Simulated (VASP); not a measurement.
# N (P2_13) in VASP: equation of state

Aim: energy against volume of N in PBE, for its equilibrium volume and stiffness.

Everything below comes from runs of VASP 6.6.1. Logs are shortened: lines on timing, memory, paths and dates and some standing lists are left out, and cuts for length are marked.

## (1) The crystal as given

Symmetry: P2_13, No. 198, cubic system. Conventional cell: a = 5.815 Å, b = 5.815 Å, c = 5.815 Å, α = 90.00°, β = 90.00°, γ = 90.00°. Around N (site symmetry 3) lie 1 N at 1.11 Å. N (site symmetry 3) has 1 N at 1.11 Å as nearest neighbours.

## (2) Equation of state, PBE, 23.11 Å³/atom (volume scaled by 0.94)

File INCAR:

```
PREC = Accurate
ENCUT = 520
EDIFF = 1E-7
ISMEAR = -1
SIGMA = 0.05
LREAL = F
LASPH = T
NELM = 80
ALGO = Normal
ISIF = 2
LWAVE = F
LCHARG = F
GGA = PE
NBANDS = 30
```

File KPOINTS:

```
regular mesh
0
Gamma
  5 5 5
```

File POSCAR:

```
N
1.0
    5.6963928657      0.0000000000      0.0000000000
    0.0000000000      5.6963928657      0.0000000000
    0.0000000000      0.0000000000      5.6963928657
N
8
Direct
    0.0458611400      0.4541388600      0.5458611400
    0.4541388600      0.5458611400      0.0458611400
    0.5458611400      0.0458611400      0.4541388600
    0.9541388600      0.9541388600      0.9541388600
    0.9360985600      0.5639014400      0.4360985600
    0.5639014400      0.4360985600      0.9360985600
    0.4360985600      0.9360985600      0.5639014400
    0.0639014400      0.0639014400      0.0639014400
```

Potentials or basis: VASP PAW PBE potentials, release 64 (N).

Started as:

```console
$ cat potpaw_PBE.64/N/POTCAR > POTCAR
$ mpirun -np 1 vasp_std > vasp.out
```

OUTCAR:

```text
PREC = Accurate
   ENCUT = 520
   EDIFF = 1E-7
   ISMEAR = -1
   LREAL = F
   LASPH = T
   NELM = 80
   ISIF = 2
   GGA = PE

 ion  position               nearest neighbor table
   1  0.046  0.454  0.546-   5 1.08
   2  0.454  0.546  0.046-   6 1.08
   3  0.546  0.046  0.454-   7 1.08
   4  0.954  0.954  0.954-   8 1.08
   5  0.936  0.564  0.436-   1 1.08
   6  0.564  0.436  0.936-   2 1.08
   7  0.436  0.936  0.564-   3 1.08
   8  0.064  0.064  0.064-   4 1.08

  LATTYP: Found a simple cubic cell.
 ALAT       =     5.6963928657

  Lattice vectors:

 A1 = (   5.6963928657,   0.0000000000,   0.0000000000)
 A2 = (   0.0000000000,   5.6963928657,   0.0000000000)
 A3 = (   0.0000000000,   0.0000000000,   5.6963928657)

Analysis of symmetry for initial positions (statically):
=====================================================================
 Subroutine PRICEL returns:
 Original cell was already a primitive cell.

 Routine SETGRP: Setting up the symmetry group for a
 simple cubic supercell.

 Subroutine GETGRP returns: Found 12 space group operations
 (whereof  3 operations were pure point group operations)
 out of a pool of 48 trial point group operations.

The static configuration has the point symmetry C_3 .
 The point group associated with its full space group is T   .

Analysis of symmetry for dynamics (positions and initial velocities):
=====================================================================
 Subroutine PRICEL returns:
 Original cell was already a primitive cell.

 Routine SETGRP: Setting up the symmetry group for a
 simple cubic supercell.

 Subroutine GETGRP returns: Found 12 space group operations
 (whereof  3 operations were pure point group operations)
 out of a pool of 48 trial point group operations.

The dynamic configuration has the point symmetry C_3 .
 The point group associated with its full space group is T   .

 Subroutine INISYM returns: Found 12 space group operations
 (whereof  3 operations are pure point group operations),
 and found     1 'primitive' translations

----------------------------------------------------------------------------------------

                                     Primitive cell

  volume of cell :     184.8416

  direct lattice vectors                    reciprocal lattice vectors
     5.696392866  0.000000000  0.000000000     0.175549690  0.000000000  0.000000000
     0.000000000  5.696392866  0.000000000     0.000000000  0.175549690  0.000000000
     0.000000000  0.000000000  5.696392866     0.000000000  0.000000000  0.175549690

  length of vectors
     5.696392866  5.696392866  5.696392866     0.175549690  0.175549690  0.175549690

  position of ions in fractional coordinates (direct lattice)
     0.045861140  0.454138860  0.545861140
     0.454138860  0.545861140  0.045861140
     0.545861140  0.045861140  0.454138860
     0.954138860  0.954138860  0.954138860
     0.936098560  0.563901440  0.436098560
     0.563901440  0.436098560  0.936098560
     0.436098560  0.936098560  0.563901440
     0.063901440  0.063901440  0.063901440

  ion indices of the primitive-cell ions
   primitive index   ion index
                 1           1
                 2           2
                 3           3
                 4           4
                 5           5
                 6           6
                 7           7
                 8           8

----------------------------------------------------------------------------------------

 KPOINTS: regular mesh

Automatic generation of k-mesh.
 Grid dimensions read from file:
 generate k-points for:    5    5    5

 Generating k-lattice:

  Cartesian coordinates                     Fractional coordinates (reciprocal lattice)
     0.035109938  0.000000000  0.000000000     0.200000000  0.000000000  0.000000000
     0.000000000  0.035109938  0.000000000     0.000000000  0.200000000  0.000000000
     0.000000000  0.000000000  0.035109938     0.000000000  0.000000000  0.200000000

  Length of vectors
     0.035109938  0.035109938  0.035109938

  Shift w.r.t. Gamma in fractional coordinates (k-lattice)
     0.000000000  0.000000000  0.000000000

 Subroutine IBZKPT returns following result:
 ===========================================

 Found     11 irreducible k-points:

 Following reciprocal coordinates:
            Coordinates               Weight
  0.000000  0.000000  0.000000      1.000000
  0.200000  0.000000  0.000000      6.000000
  0.400000  0.000000  0.000000      6.000000
  0.200000  0.200000  0.000000     12.000000
  0.400000  0.200000  0.000000     12.000000
 -0.200000  0.400000  0.000000     12.000000
  0.400000  0.400000  0.000000     12.000000
  0.200000  0.200000  0.200000      8.000000
  0.400000  0.200000  0.200000     24.000000
  0.400000  0.400000  0.200000     24.000000
  0.400000  0.400000  0.400000      8.000000
   k-points           NKPTS =     11   k-points in BZ     NKDIM =     11   number of bands    NBANDS=     30
   number of dos      NEDOS =    301   number of ions     NIONS =      8
   total plane-waves  NPLWV =  74088
   dimension x,y,z NGX =    42 NGY =   42 NGZ =   42
   dimension x,y,z NGXF=    84 NGYF=   84 NGZF=   84
   ions per type =               8
   NGX,Y,Z   is equivalent  to a cutoff of  12.26, 12.26, 12.26 a.u.
   NGXF,Y,Z  is equivalent  to a cutoff of  24.51, 24.51, 24.51 a.u.
 SYSTEM =  unknown system
   PREC   = accura    normal or accurate (medium, high low for compatibility)
   ISTART =      0    job   : 0-new  1-cont  2-samecut
   ICHARG =      2    charge: 1-file 2-atom 10-const
   ISPIN  =      1    spin polarized calculation?
   LNONCOLLINEAR =      F non collinear calculations
   LSORBIT =      F    spin-orbit coupling
   LASPH  =      T    aspherical Exc in radial PAW
   ENCUT  =  520.0 eV  38.22 Ry    6.18 a.u.  10.59 10.59 10.59*2*pi/ulx,y,z
   NELM   =     80;   NELMIN=  2; NELMDL= -5     # of ELM steps
   EDIFF  = 0.1E-06   stopping-criterion for ELM
   LREAL  =      F    real-space projection
   EDIFFG = 0.1E-05   stopping-criterion for IOM
   NSW    =      0    number of steps for IOM
   IBRION =     -1    ionic relax: 0-MD 1-quasi-New 2-CG
   NFREE  =      0    steps in history (QN), initial steepest desc. (CG)
   ISIF   =      2    stress and relaxation
   ISYM   =      2    0-nonsym 1-usesym 2-fastsym
   POTIM  = 0.5000    time-step for ionic-motion
   TEBEG  =    0.0;   TEEND  =   0.0 temperature during run
   PSTRESS=    0.0 pullay stress
   NELECT =      40.0000    total number of electrons
   NUPDOWN=      -1.0000    fix difference up-down
   EMIN   =  10.00;   EMAX   =-10.00  energy-range for DOS
   EFERMI =   0.00;   METHOD = LEGACY
   ISMEAR =    -1;   SIGMA  =   0.05  broadening in eV -4-tet -1-fermi 0-gaus
   EFERMI_NEDOS =   21; number of points for ismear=-14 and -15
   IALGO  =     38    algorithm
   IMIX   =      4    mixing-type and parameters
     AMIX     =   0.40;   BMIX     =  1.00
     AMIX_MAG =   1.60;   BMIX_MAG =  1.00
  volume/ion in A,a.u.               =      23.11       155.92
  Fermi-wavevector in a.u.,A,eV,Ry     =   0.982867  1.857350 13.143611  0.966028
  Thomas-Fermi vector in A             =   2.113982
   LORBIT       =      0    0 simple, 1 ext, 2 COOP (PROOUT), +10 PAW based schemes
   GGA     = PE    functional components
[... 5 lines left out ...]
 non-spin polarized calculation
  energy-cutoff  :      520.00
  volume of cell :      184.84
 maximum number of plane-waves:      4993
 NGX is ok and might be reduce to    42
   NGX = 21   NGY = 21   NGZ = 21

 number of electron      40.0000000 magnetization

 Free energy of the ion-electron system (eV)
  ---------------------------------------------------
  ext. energy  EPLUGINS =         0.00000000
  ---------------------------------------------------
  free energy    TOTEN  =       -66.36916446 eV

  energy without entropy =      -66.36916446  energy(sigma->0) =      -66.36916446

 E-fermi :  -5.3851     XC(G=0):  -6.3329

 val. band max:       -6.6423457854   @ k =   0.4000   0.0000   0.0000
 cond. band min:       0.9527020139   @ k =   0.0000   0.0000   0.0000
 fundamental gap:      7.5950477992
 Fermi energy:        -5.3851426135

 k-point     1 :       0.0000    0.0000    0.0000
  band No.  band energies     occupation
      1     -25.2912      2.00000
      2     -25.2452      2.00000
      3     -25.2452      2.00000
      4     -25.2452      2.00000
      5     -10.0396      2.00000
      6     -10.0396      2.00000
[... 22 lines left out ...]
     29       4.4136      0.00000
     30       7.1465      0.00000

 k-point     2 :       0.2000    0.0000    0.0000
  band No.  band energies     occupation
      1     -25.2869      2.00000
      2     -25.2500      2.00000
      3     -25.2452      2.00000
      4     -25.2448      2.00000
      5     -10.0408      2.00000
      6     -10.0349      2.00000
[... 22 lines left out ...]
     29       4.4935      0.00000
     30       6.3695      0.00000

 k-point     3 :       0.4000    0.0000    0.0000
  band No.  band energies     occupation
      1     -25.2755      2.00000
      2     -25.2614      2.00000
      3     -25.2450      2.00000
      4     -25.2449      2.00000
      5     -10.0322      2.00000
      6     -10.0287      2.00000
[... 22 lines left out ...]
     29       4.8145      0.00000
     30       5.4570      0.00000

 k-point     4 :       0.2000    0.2000    0.0000
  band No.  band energies     occupation
      1     -25.2830      2.00000
      2     -25.2507      2.00000
      3     -25.2480      2.00000
      4     -25.2452      2.00000
      5     -10.0412      2.00000
      6     -10.0231      2.00000
[... 22 lines left out ...]
     29       4.5741      0.00000
     30       6.3773      0.00000

 k-point     5 :       0.4000    0.2000    0.0000
  band No.  band energies     occupation
      1     -25.2725      2.00000
      2     -25.2599      2.00000
      3     -25.2477      2.00000
      4     -25.2463      2.00000
      5     -10.0326      2.00000
      6     -10.0238      2.00000
[... 22 lines left out ...]
     29       4.8898      0.00000
     30       5.5138      0.00000

 k-point     6 :      -0.2000    0.4000    0.0000
  band No.  band energies     occupation
      1     -25.2726      2.00000
      2     -25.2599      2.00000
      3     -25.2477      2.00000
      4     -25.2463      2.00000
      5     -10.0328      2.00000
      6     -10.0223      2.00000
[... 22 lines left out ...]
     29       4.8902      0.00000
     30       5.5169      0.00000

 k-point     7 :       0.4000    0.4000    0.0000
  band No.  band energies     occupation
      1     -25.2652      2.00000
      2     -25.2577      2.00000
      3     -25.2533      2.00000
      4     -25.2502      2.00000
      5     -10.0267      2.00000
      6     -10.0176      2.00000
[... 22 lines left out ...]
     29       5.1727      0.00000
     30       5.7271      0.00000

 k-point     8 :       0.2000    0.2000    0.2000
  band No.  band energies     occupation
      1     -25.2794      2.00000
      2     -25.2510      2.00000
      3     -25.2490      2.00000
      4     -25.2472      2.00000
      5     -10.0414      2.00000
      6     -10.0150      2.00000
[... 22 lines left out ...]
     29       4.6563      0.00000
     30       6.2746      0.00000

 k-point     9 :       0.4000    0.2000    0.2000
  band No.  band energies     occupation
      1     -25.2701      2.00000
      2     -25.2588      2.00000
      3     -25.2492      2.00000
      4     -25.2483      2.00000
      5     -10.0354      2.00000
      6     -10.0232      2.00000
[... 22 lines left out ...]
     29       4.9698      0.00000
     30       5.5752      0.00000

 k-point    10 :       0.4000    0.4000    0.2000
  band No.  band energies     occupation
      1     -25.2637      2.00000
      2     -25.2573      2.00000
      3     -25.2537      2.00000
      4     -25.2514      2.00000
      5     -10.0341      2.00000
      6     -10.0243      2.00000
[... 22 lines left out ...]
     29       5.2567      0.00000
     30       5.7516      0.00000

 k-point    11 :       0.4000    0.4000    0.4000
  band No.  band energies     occupation
      1     -25.2600      2.00000
      2     -25.2565      2.00000
      3     -25.2550      2.00000
      4     -25.2542      2.00000
      5     -10.0417      2.00000
      6     -10.0330      2.00000
[... 22 lines left out ...]
     29       5.5256      0.00000
     30       5.8943      0.00000

------------------------ aborting loop because EDIFF is reached ----------------------------------------

  FORCE on cell =-STRESS in cart. coord.  units (eV):
  Direction    XX          YY          ZZ          XY          YZ          ZX
  --------------------------------------------------------------------------------------
  -------------------------------------------------------------------------------------
  Total        7.4598677      7.4598677      7.4598677      0.0000000     -0.0000000     -0.0000000
  in kB       64.6609236     64.6609236     64.6609236      0.0000000     -0.0000000     -0.0000000
  external PRESSURE =      64.6609236 kB  Pullay stress =       0.0000000 kB

 VOLUME and BASIS-vectors are now :
 -----------------------------------------------------------------------------
  energy-cutoff  :      520.00
  volume of cell :      184.84
      direct lattice vectors                 reciprocal lattice vectors
     5.696392866  0.000000000  0.000000000     0.175549690  0.000000000  0.000000000
     0.000000000  5.696392866  0.000000000     0.000000000  0.175549690  0.000000000
     0.000000000  0.000000000  5.696392866     0.000000000  0.000000000  0.175549690

 POSITION                                       TOTAL-FORCE (eV/Angst)
 -----------------------------------------------------------------------------------
      0.26124      2.58695      3.10944         2.910964     -2.910964      2.910964
      2.58695      3.10944      0.26124        -2.910964      2.910964      2.910964
      3.10944      0.26124      2.58695         2.910964      2.910964     -2.910964
      5.43515      5.43515      5.43515        -2.910964     -2.910964     -2.910964
      5.33239      3.21220      2.48419        -2.898405      2.898405     -2.898405
      3.21220      2.48419      5.33239         2.898405     -2.898405     -2.898405
      2.48419      5.33239      3.21220        -2.898405     -2.898405      2.898405
      0.36401      0.36401      0.36401         2.898405      2.898405      2.898405
 -----------------------------------------------------------------------------------
    total drift:                               -0.000000     -0.000000     -0.000000

  FREE ENERGIE OF THE ION-ELECTRON SYSTEM (eV)
  ---------------------------------------------------
  free  energy   TOTEN  =       -66.3691644590 eV

  energy  without entropy=      -66.3691644589  energy(sigma->0) =      -66.36916446
```

It took 48 s on 1 thread of Intel Xeon Platinum 8488C (Sapphire Rapids), shared host; peak memory 0.26 GiB.

Results:

```
Free energy            : -66.3692 eV
Pressure               : 6.5 GPa
Largest force          : 5.042 eV/Å
Band gap on the k mesh : 7.59 eV, indirect (least direct gap 7.61 eV)
```

Caveat: the standard files for N, O and F lose accuracy on very short bonds; an odd mesh through Γ misses points on the zone boundary, where band edges often lie; forces of over 1 eV/Å show positions far from the minimum, so gaps and moduli don't describe the material at rest.

## (3) Equation of state, PBE, 23.60 Å³/atom (volume scaled by 0.96)

File INCAR:

```
SYSTEM = N
ALGO = Normal
EDIFF = 1E-7
ENCUT = 520
GGA = PE
ISIF = 2
ISMEAR = -1
LASPH = .TRUE.
LCHARG = .FALSE.
LREAL = .FALSE.
LWAVE = .FALSE.
NBANDS = 30
NELM = 80
PREC = Accurate
SIGMA = 0.05
```

File KPOINTS:

```
k-points
0
G
  5 5 5
  0 0 0
```

Changes to POSCAR since step 2:

```diff
@@ -2,5 +2,5 @@
 1.0
-    5.6963928657      0.0000000000      0.0000000000
-    0.0000000000      5.6963928657      0.0000000000
-    0.0000000000      0.0000000000      5.6963928657
+    5.7365096301      0.0000000000      0.0000000000
+    0.0000000000      5.7365096301      0.0000000000
+    0.0000000000      0.0000000000      5.7365096301
 N
```

Potentials or basis: VASP PAW PBE potentials, release 64 (N).

Started as:

```console
$ cat potpaw_PBE.64/N/POTCAR > POTCAR
$ mpirun -np 1 vasp_std > vasp.out
```

It took 70 s on 1 thread of Intel Xeon Platinum 8488C (Sapphire Rapids), shared host; peak memory 0.31 GiB.

The run converged. Its results:

```
Free energy            : -66.5114 eV
Pressure               : 4.6 GPa
Largest force          : 3.644 eV/Å
Band gap on the k mesh : 7.54 eV, indirect (least direct gap 7.56 eV)
```

Caveat: the standard files for N, O and F lose accuracy on very short bonds; an odd mesh through Γ misses points on the zone boundary, where band edges often lie; forces of over 1 eV/Å show positions far from the minimum, so gaps and moduli don't describe the material at rest.

## (4) Equation of state, PBE, 24.09 Å³/atom (volume scaled by 0.98)

File INCAR:

```
SYSTEM = N
PREC = Accurate ; ENCUT = 520
EDIFF = 1E-7 ; ISMEAR = -1
SIGMA = 0.05 ; LREAL = .FALSE.
LASPH = .TRUE. ; NELM = 60
ALGO = Normal ; ISIF = 2
LWAVE = .FALSE. ; LCHARG = .FALSE.
GGA = PE ; NBANDS = 30
```

File KPOINTS:

```
Automatic mesh
0
G
  5 5 5
  0 0 0
```

Changes to POSCAR since step 3:

```diff
@@ -2,5 +2,5 @@
 1.0
-    5.7365096301      0.0000000000      0.0000000000
-    0.0000000000      5.7365096301      0.0000000000
-    0.0000000000      0.0000000000      5.7365096301
+    5.7760730157      0.0000000000      0.0000000000
+    0.0000000000      5.7760730157      0.0000000000
+    0.0000000000      0.0000000000      5.7760730157
 N
```

Started as:

```console
$ cat potpaw_PBE.64/N/POTCAR > POTCAR
$ mpirun -np 1 vasp_std > vasp.out
```

Wall time 54 s (1 thread of Intel Xeon Platinum 8488C (Sapphire Rapids), shared host); peak memory 0.31 GiB.

It converged, with:

```yaml
Free_energy: -66.6097 eV
Pressure: 2.9 GPa
Largest_force: 2.340 eV/Å
Band_gap_on_the_k_mesh: 7.48 eV, indirect (least direct gap 7.50 eV)
```

Caveat: the standard files for N, O and F lose accuracy on very short bonds; an odd mesh through Γ misses points on the zone boundary, where band edges often lie; forces of over 1 eV/Å show positions far from the minimum, so gaps and moduli don't describe the material at rest.

(Continued in part 2 of 2.)
